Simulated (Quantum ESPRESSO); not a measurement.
# ZnS (F-43m) in Quantum ESPRESSO: further runs

Runs on ZnS. Level: r2SCAN. Tasks: single point, equation of state, band structure.

Program: Quantum ESPRESSO 7.5. These are calculated values, not measurements. Logs are shortened: lines on timing, memory, paths and dates and some standing lists are left out, and cuts for length are marked.

**The experiment to reproduce.**

From “Electronic, vibrational, and thermodynamic properties of ZnS (zincblende and rocksalt structure)”, 2009, arxiv:0911.5022, for a bulk crystal of ZnS: bulk modulus 76.9 GPa; band gap 3.85 eV (direct) at 19 K.

The results are compared with them further down.

## (1) The structure

It takes space group F-43m (No. 216, cubic). The conventional cell has a = 5.404 Å, b = 5.404 Å, c = 5.404 Å, α = 90.00°, β = 90.00°, γ = 90.00°. Zn (site symmetry -43m) is surrounded by 4 S at 2.34 Å. S (site symmetry -43m) is surrounded by 4 Zn at 2.34 Å.

## (2) Single point, r2SCAN, 18.54 Å³/atom

pw.in

```
&CONTROL
  calculation = 'scf'
  prefix = 'pwscf'
  outdir = './tmp'
  pseudo_dir = './pseudo'
  tstress = .true.
  disk_io = 'nowf'
/
&SYSTEM
  ibrav = 0
  nat = 2
  ntyp = 2
  ecutwfc = 70
  nbnd = 20
  input_dft = 'r2scan'
  occupations = 'smearing'
  smearing = 'fd'
  degauss = 0.00367493
  nosym = .true.
  nr1 = 40
  nr2 = 40
  nr3 = 40
/
&ELECTRONS
  conv_thr = 1d-08
  electron_maxstep = 120
  mixing_beta = 0.5
/
ATOMIC_SPECIES
Zn    65.3800 Zn_ONCV_PBE-1.2.upf
S     32.0600 S_ONCV_PBE-1.2.upf
CELL_PARAMETERS angstrom
   0.0000000000    2.6468416657    2.6468416657
   2.6468416657    0.0000000000    2.6468416657
   2.6468416657    2.6468416657    0.0000000000
ATOMIC_POSITIONS crystal
Zn     0.7500000000    0.7500000000    0.7500000000
S      0.0000000000    0.0000000000    0.0000000000
K_POINTS automatic
7 7 7 0 0 0
```

Potentials or basis: SG15 PBE 1.2.

Started as:

```console
OMP_NUM_THREADS=1 mpirun -n 2 pw.x -nk 2 -in pw.in > pw.out
```

pw.out:

```text
This program is part of the open-source Quantum ESPRESSO suite
     for quantum simulation of materials; please cite
         "P. Giannozzi et al., J. Phys.:Condens. Matter 21 395502 (2009);
         "P. Giannozzi et al., J. Phys.:Condens. Matter 29 465901 (2017);
         "P. Giannozzi et al., J. Chem. Phys. 152 154105 (2020);
     in publications or presentations arising from this work. More details at

     IMPORTANT: XC functional enforced from input :
     Exchange-correlation= R2SCAN
                           (   0   0   0   0   0 497 498)
     Any further DFT definition will be discarded
     Please, verify this is what you really want

     K-points division:     npool     =       2
     Subspace diagonalization in iterative solution of the eigenvalue problem:
     a serial algorithm will be used

     G-vector sticks info
     --------------------
     sticks:   dense  smooth     PW     G-vecs:    dense   smooth      PW
     Sum         955     955    301                19795    19795    3383

     Using Slab Decomposition

     bravais-lattice index     =            0
     lattice parameter (alat)  =       7.0736  a.u.
     unit-cell volume          =     250.2710 (a.u.)^3
     number of atoms/cell      =            2
     number of atomic types    =            2
     number of electrons       =        26.00
     number of Kohn-Sham states=           20
     kinetic-energy cutoff     =      70.0000  Ry
     charge density cutoff     =     280.0000  Ry
     scf convergence threshold =      1.0E-08
     mixing beta               =       0.5000
     number of iterations used =            8  plain     mixing
     Exchange-correlation= R2SCAN
                           (   0   0   0   0   0 497 498)

     celldm(1)=   7.073622  celldm(2)=   0.000000  celldm(3)=   0.000000
     celldm(4)=   0.000000  celldm(5)=   0.000000  celldm(6)=   0.000000

     crystal axes: (cart. coord. in units of alat)
               a(1) = (   0.000000   0.707107   0.707107 )
               a(2) = (   0.707107   0.000000   0.707107 )
               a(3) = (   0.707107   0.707107   0.000000 )

     reciprocal axes: (cart. coord. in units 2 pi/alat)
               b(1) = ( -0.707107  0.707107  0.707107 )
               b(2) = (  0.707107 -0.707107  0.707107 )
               b(3) = (  0.707107  0.707107 -0.707107 )

     PseudoPot. # 1 for Zn read from file:
     Zn_ONCV_PBE-1.2.upf
     Pseudo is Norm-conserving, Zval = 20.0
     Generated using ONCVPSP code by D. R. Hamann
     Using radial grid of  602 points,  6 beta functions with:
                l(1) =   0
                l(2) =   0
                l(3) =   1
                l(4) =   1
                l(5) =   2
                l(6) =   2

     PseudoPot. # 2 for S  read from file:
     S_ONCV_PBE-1.2.upf
     Pseudo is Norm-conserving, Zval =  6.0
     Generated using ONCVPSP code by D. R. Hamann
     Using radial grid of  602 points,  4 beta functions with:
                l(1) =   0
                l(2) =   0
                l(3) =   1
                l(4) =   1

     atomic species   valence    mass     pseudopotential
     Zn               20.00    65.38000     Zn( 1.00)
     S                 6.00    32.06000     S ( 1.00)

     No symmetry found

   Cartesian axes

     site n.     atom                  positions (alat units)
         1        Zn     tau(   1) = (   1.0606602   1.0606602   1.0606602  )
         2        S      tau(   2) = (   0.0000000   0.0000000   0.0000000  )

     number of k points=   172  Fermi-Dirac smearing, width (Ry)=  0.0037

     Number of k-points >= 100: set verbosity='high' to print them.

     Dense  grid:    19795 G-vectors     FFT dimensions: (  40,  40,  40)

     WARNING: libxc functional with ID  497 depends
      on external parameters: check the user_guide of
      QE if you need to modify them or to check their
      default values.

     WARNING: libxc functional with ID  498 depends
      on external parameters: check the user_guide of
      QE if you need to modify them or to check their
      default values.

     Initial potential from superposition of free atoms

     starting charge      25.9670, renormalised to      26.0000
     Starting wfcs are random

     Self-consistent Calculation

     iteration #  1     ecut=    70.00 Ry     beta= 0.50
     Davidson diagonalization with overlap
     ethr =  1.00E-02,  avg # of iterations = 11.3

     total energy              =    -420.95832047 Ry
     estimated scf accuracy    <     191.47202407 Ry

     iteration #  2     ecut=    70.00 Ry     beta= 0.50
     Davidson diagonalization with overlap
     ethr =  1.00E-02,  avg # of iterations =  1.0

     total energy              =    -420.99882296 Ry
     estimated scf accuracy    <      43.69007728 Ry

     iteration #  3     ecut=    70.00 Ry     beta= 0.50
     Davidson diagonalization with overlap
     ethr =  1.00E-02,  avg # of iterations =  1.0

     total energy              =    -421.00759885 Ry
     estimated scf accuracy    <       0.48703067 Ry

     iteration #  4     ecut=    70.00 Ry     beta= 0.50
     Davidson diagonalization with overlap
     ethr =  1.87E-03,  avg # of iterations =  1.0

     total energy              =    -421.00951940 Ry
     estimated scf accuracy    <       0.00136092 Ry

     iteration #  5     ecut=    70.00 Ry     beta= 0.50
     Davidson diagonalization with overlap
     ethr =  5.23E-06,  avg # of iterations =  5.8

     total energy              =    -421.00966928 Ry
     estimated scf accuracy    <       0.00282234 Ry

     iteration #  6     ecut=    70.00 Ry     beta= 0.50
     Davidson diagonalization with overlap
     ethr =  5.23E-06,  avg # of iterations =  1.0

     total energy              =    -421.00966423 Ry
     estimated scf accuracy    <       0.00114284 Ry

     iteration #  7     ecut=    70.00 Ry     beta= 0.50
     Davidson diagonalization with overlap
     ethr =  4.40E-06,  avg # of iterations =  1.0

     total energy              =    -421.00966784 Ry
     estimated scf accuracy    <       0.00001661 Ry

     iteration #  8     ecut=    70.00 Ry     beta= 0.50
     Davidson diagonalization with overlap
     ethr =  6.39E-08,  avg # of iterations =  1.0

     total energy              =    -421.00966806 Ry
     estimated scf accuracy    <       0.00000291 Ry

     iteration #  9     ecut=    70.00 Ry     beta= 0.50
     Davidson diagonalization with overlap
     ethr =  1.12E-08,  avg # of iterations =  1.2

     total energy              =    -421.00966813 Ry
     estimated scf accuracy    <       0.00000030 Ry

     iteration # 10     ecut=    70.00 Ry     beta= 0.50
     Davidson diagonalization with overlap
     ethr =  1.16E-09,  avg # of iterations =  2.0

     total energy              =    -421.00966815 Ry
     estimated scf accuracy    <       0.00000050 Ry

     iteration # 11     ecut=    70.00 Ry     beta= 0.50
     Davidson diagonalization with overlap
     ethr =  1.16E-09,  avg # of iterations =  1.0

     total energy              =    -421.00966815 Ry
     estimated scf accuracy    <       0.00000005 Ry

     iteration # 12     ecut=    70.00 Ry     beta= 0.50
     Davidson diagonalization with overlap
     ethr =  1.74E-10,  avg # of iterations =  1.0

     total energy              =    -421.00966815 Ry
     estimated scf accuracy    <       0.00000002 Ry

     iteration # 13     ecut=    70.00 Ry     beta= 0.50
     Davidson diagonalization with overlap
     ethr =  6.36E-11,  avg # of iterations =  1.0

     total energy              =    -421.00966815 Ry
     estimated scf accuracy    <       0.00000001 Ry

     iteration # 14     ecut=    70.00 Ry     beta= 0.50
     Davidson diagonalization with overlap
     ethr =  5.08E-11,  avg # of iterations =  1.0

     End of self-consistent calculation

     Number of k-points >= 100: set verbosity='high' to print the bands.

     the Fermi energy is     9.6620 ev

!    total energy              =    -421.00966815 Ry
     estimated scf accuracy    <          6.7E-09 Ry
     smearing contrib. (-TS)   =      -0.00000000 Ry
     internal energy E=F+TS    =    -421.00966815 Ry

     The total energy is F=E-TS. E is the sum of the following terms:
     one-electron contribution =    -330.73407933 Ry
     hartree contribution      =     170.05253630 Ry
     xc contribution           =     -41.26079567 Ry
     ewald contribution        =    -219.06732945 Ry

     convergence has been achieved in  14 iterations

     Computing stress (Cartesian axis) and pressure

          total   stress  (Ry/bohr**3)                   (kbar)     P=       55.48
   0.00037715   0.00000000   0.00000000           55.48        0.00        0.00
   0.00000000   0.00037715  -0.00000000            0.00       55.48       -0.00
   0.00000000  -0.00000000   0.00037715            0.00       -0.00       55.48

=------------------------------------------------------------------------------=
   JOB DONE.
=------------------------------------------------------------------------------=
```

It took 2.6 min on 2 MPI ranks of Intel Xeon 6975P-C (Granite Rapids), shared host; peak memory 0.28 GiB.

What came out:

- Free energy: -5728.1283 eV
- Pressure: 5.5 GPa
- Band gap on the k mesh: 2.90 eV, direct

Caveat: the potentials were made for another functional, which shifts forces and pressure.

## (3) Single point, r2SCAN, 18.94 Å³/atom

pw.in: that of step 2 with these lines changed.

```diff
@@ -32,5 +32,5 @@
 CELL_PARAMETERS angstrom
-   0.0000000000    2.6468416657    2.6468416657
-   2.6468416657    0.0000000000    2.6468416657
-   2.6468416657    2.6468416657    0.0000000000
+   0.0000000000    2.6654820099    2.6654820099
+   2.6654820099    0.0000000000    2.6654820099
+   2.6654820099    2.6654820099    0.0000000000
 ATOMIC_POSITIONS crystal
```

Potentials or basis: SG15 PBE 1.2.

Started as:

```console
OMP_NUM_THREADS=1 mpirun -n 2 pw.x -nk 2 -in pw.in > pw.out
```

Run time: 2.7 min. Hardware: 2 MPI ranks of Intel Xeon 6975P-C (Granite Rapids), shared host; peak memory 0.28 GiB.

It converged, with:

```
Free energy            : -5728.1511 eV
Pressure               : 3.5 GPa
Band gap on the k mesh : 2.80 eV, direct
```

Caveat: the potentials were made for another functional, which shifts forces and pressure.

## (4) Single point, r2SCAN, 19.33 Å³/atom

pw.in: that of step 3 with these lines changed.

```diff
@@ -32,5 +32,5 @@
 CELL_PARAMETERS angstrom
-   0.0000000000    2.6654820099    2.6654820099
-   2.6654820099    0.0000000000    2.6654820099
-   2.6654820099    2.6654820099    0.0000000000
+   0.0000000000    2.6838652254    2.6838652254
+   2.6838652254    0.0000000000    2.6838652254
+   2.6838652254    2.6838652254    0.0000000000
 ATOMIC_POSITIONS crystal
```

Started as:

```console
OMP_NUM_THREADS=1 mpirun -n 2 pw.x -nk 2 -in pw.in > pw.out
```

It took 2.7 min on 2 MPI ranks of Intel Xeon 6975P-C (Granite Rapids), shared host; peak memory 0.28 GiB.

It converged, with:

```
Free energy            : -5728.1643 eV
Pressure               : 1.7 GPa
Band gap on the k mesh : 2.71 eV, direct
```

Caveat: the potentials were made for another functional, which shifts forces and pressure.

## (5) Single point, r2SCAN, 19.73 Å³/atom

pw.in: that of step 4 with these lines changed.

```diff
@@ -32,5 +32,5 @@
 CELL_PARAMETERS angstrom
-   0.0000000000    2.6838652254    2.6838652254
-   2.6838652254    0.0000000000    2.6838652254
-   2.6838652254    2.6838652254    0.0000000000
+   0.0000000000    2.7020000000    2.7020000000
+   2.7020000000    0.0000000000    2.7020000000
+   2.7020000000    2.7020000000    0.0000000000
 ATOMIC_POSITIONS crystal
```

Started as:

```console
OMP_NUM_THREADS=1 mpirun -n 2 pw.x -nk 2 -in pw.in > pw.out
```

It took 2.7 min on 2 MPI ranks of Intel Xeon 6975P-C (Granite Rapids), shared host; peak memory 0.28 GiB.

Results (log left out):

```yaml
Free_energy: -5728.1689 eV
Pressure: 0.0 GPa
Band_gap_on_the_k_mesh: 2.62 eV, direct
```

Caveat: the potentials were made for another functional, which shifts forces and pressure.

## (6) Single point, r2SCAN, 20.12 Å³/atom

pw.in: that of step 5 with these lines changed.

```diff
@@ -32,5 +32,5 @@
 CELL_PARAMETERS angstrom
-   0.0000000000    2.7020000000    2.7020000000
-   2.7020000000    0.0000000000    2.7020000000
-   2.7020000000    2.7020000000    0.0000000000
+   0.0000000000    2.7198945612    2.7198945612
+   2.7198945612    0.0000000000    2.7198945612
+   2.7198945612    2.7198945612    0.0000000000
 ATOMIC_POSITIONS crystal
```

Potentials or basis: SG15 PBE 1.2.

Started as:

```console
OMP_NUM_THREADS=1 mpirun -n 2 pw.x -nk 2 -in pw.in > pw.out
```

Wall time 2.7 min (2 MPI ranks of Intel Xeon 6975P-C (Granite Rapids), shared host); peak memory 0.28 GiB.

It converged, with:

* Free energy: -5728.1658 eV
* Pressure: -1.5 GPa
* Band gap on the k mesh: 2.53 eV, direct

Caveat: the potentials were made for another functional, which shifts forces and pressure.

## (7) Single point, r2SCAN, 20.52 Å³/atom

pw.in: that of step 6 with these lines changed.

```diff
@@ -32,5 +32,5 @@
 CELL_PARAMETERS angstrom
-   0.0000000000    2.7198945612    2.7198945612
-   2.7198945612    0.0000000000    2.7198945612
-   2.7198945612    2.7198945612    0.0000000000
+   0.0000000000    2.7375567091    2.7375567091
+   2.7375567091    0.0000000000    2.7375567091
+   2.7375567091    2.7375567091    0.0000000000
 ATOMIC_POSITIONS crystal
```

Started as:

```console
OMP_NUM_THREADS=1 mpirun -n 2 pw.x -nk 2 -in pw.in > pw.out
```

Run time: 2.5 min. Hardware: 2 MPI ranks of Intel Xeon 6975P-C (Granite Rapids), shared host; peak memory 0.3 GiB.

Results (log left out):

* Free energy: -5728.1557 eV
* Pressure: -2.8 GPa
* Band gap on the k mesh: 2.44 eV, direct

Caveat: the potentials were made for another functional, which shifts forces and pressure.

## (8) Single point, r2SCAN, 20.91 Å³/atom

pw.in: that of step 7 with these lines changed.

```diff
@@ -32,5 +32,5 @@
 CELL_PARAMETERS angstrom
-   0.0000000000    2.7375567091    2.7375567091
-   2.7375567091    0.0000000000    2.7375567091
-   2.7375567091    2.7375567091    0.0000000000
+   0.0000000000    2.7549938462    2.7549938462
+   2.7549938462    0.0000000000    2.7549938462
+   2.7549938462    2.7549938462    0.0000000000
 ATOMIC_POSITIONS crystal
```

Started as:

```console
OMP_NUM_THREADS=1 mpirun -n 2 pw.x -nk 2 -in pw.in > pw.out
```

Run time: 2.4 min. Hardware: 2 MPI ranks of Intel Xeon 6975P-C (Granite Rapids), shared host; peak memory 0.3 GiB.

It converged, with:

```
Free energy            : -5728.1392 eV
Pressure               : -4.0 GPa
Band gap on the k mesh : 2.36 eV, direct
```

Caveat: the potentials were made for another functional, which shifts forces and pressure.

## (9) Equation of state, r2SCAN

Potentials or basis: SG15 PBE 1.2.

This step only gathers the single runs of the series.

What came out:

- Equilibrium volume: 19.76 Å³/atom
- Bulk modulus: 78 GPa
- Pressure derivative of the bulk modulus: 4.2

Energy against volume, from the lowest point:
| volume (Å³/atom) | energy (meV/atom) |
| --- | --- |
| 18.543 | 20.29 |
| 18.938 | 8.92 |
| 19.332 | 2.31 |
| 19.727 | 0.00 |
| 20.121 | 1.57 |
| 20.516 | 6.64 |
| 20.910 | 14.85 |

Caveat: the potentials were made for another functional, which shifts forces and pressure.

[end of part 1 of 2]
